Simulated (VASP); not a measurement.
## Al in VASP: convergence with k mesh

Crystal: Al.

```
Al
1.0
     2.81246    0.00000    0.00000
    -1.40623    2.43566    0.00000
     0.00000    0.00000    4.86685
Al
2
Direct
  0.33333 0.66667 0.25000
  0.66667 0.33333 0.75000
```

This isn't the form of Al at room conditions, which is fcc.

* Program: VASP 6.6.1
* Task: single point
* Functional: PBEsol
* Potentials or basis: VASP PAW PBE potentials, release 64 (Al)
* Cutoff: 520 eV
* k mesh: 3 × 3 × 2
* Occupations: methfessel-paxton, width 0.1 eV
* Spin: no spin polarisation

These are the settings of the first run; the series varies k mesh, with any setting tied to it.

Hardware: 1 thread of Intel(R) Xeon(R) Platinum 8488C (Sapphire Rapids), with other jobs on the host.

| k mesh | energy less the tightest run, at zero smearing (meV/atom) | pressure (GPa) | SCF cycles | CPU time (s) | peak memory (GiB) |
| --- | --- | --- | --- | --- | --- |
| 3 × 3 × 2 | 85.31 | -0.22 | 13 | 3.5 | 0.14 |
| 4 × 4 × 2 | 191.47 | 1.45 | 15 | 3 | 0.13 |
| 5 × 5 × 3 | -41.36 | -1.34 | 13 | 2.8 | 0.13 |
| 6 × 6 × 3 | 62.47 | 0.45 | 18 | 4.3 | 0.14 |
| 8 × 8 × 4 | 41.25 | -1.90 | 15 | 6.1 | 0.14 |
| 10 × 10 × 5 | -11.25 | -1.27 | 17 | 10 | 0.14 |
| 12 × 12 × 6 | 1.74 | -1.56 | 13 | 12 | 0.15 |
| 15 × 15 × 8 | -4.65 | -1.13 | 13 | 17 | 0.16 |
| 18 × 18 × 9 | 0.00 | -1.25 | 13 | 23 | 0.17 |

Not settled before the last step: the energy (to 1 meV/atom), the pressure (to 0.1 GPa). Meshes of other sizes hit other points, so gaps and Fermi surfaces needn't settle smoothly. The tightest run that finished is the yardstick and may itself not be fully converged.

Caveat, for the tightest run too: the PAW data sets were made with another functional, which shifts forces and pressure a little.
